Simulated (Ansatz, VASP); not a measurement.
## One calculation of HfO2, two programs

```
Hf O
1.0
     0.00000    2.55750    2.55750
     2.55750    0.00000    2.55750
     2.55750    2.55750    0.00000
Hf O
1 2
Direct
  0.00000 0.00000 0.00000
  0.25000 0.25000 0.25000
  0.75000 0.75000 0.75000
```

Measurements of this composition are mostly on another form, of space group No. 14.

Alike in both runs: task single point; functional r2SCAN; k mesh 8 × 8 × 8; occupations gaussian, width 0.05 eV; no spin polarisation.

|  | VASP | Ansatz |
| --- | --- | --- |
| version | VASP 6.6.1 | Ansatz 0.2.0 |
| potentials or method | VASP PAW PBE potentials, release 64 (Hf_pv, O) | scalar-relativistic, plane waves, PAW |
| plane-wave cutoff (eV) | 520 | 500 |
| valence electrons in the cell | 22 | 38 |

Ansatz gave:

| Property | Result |
| --- | --- |
| gap on the k mesh at the Fermi level (eV) | 4.21 |
| least direct gap on the mesh (eV) | 4.21 |
| pressure (GPa) | -8.4 |

What did VASP give for the same quantities?

gap on the k mesh at the Fermi level (eV): 4.21; least direct gap on the mesh (eV): 4.21; pressure (GPa): -12.1.

The two sets of potentials don't hold the same shells in valence.

Caveats: the PAW data sets were made with another functional, which shifts forces and pressure a little (VASP); spin-orbit coupling is left out, which moves the levels of the heavy elements. A k mesh can miss the band edges. r2SCAN opens gaps a little over a GGA but as a rule still falls short of measured ones.
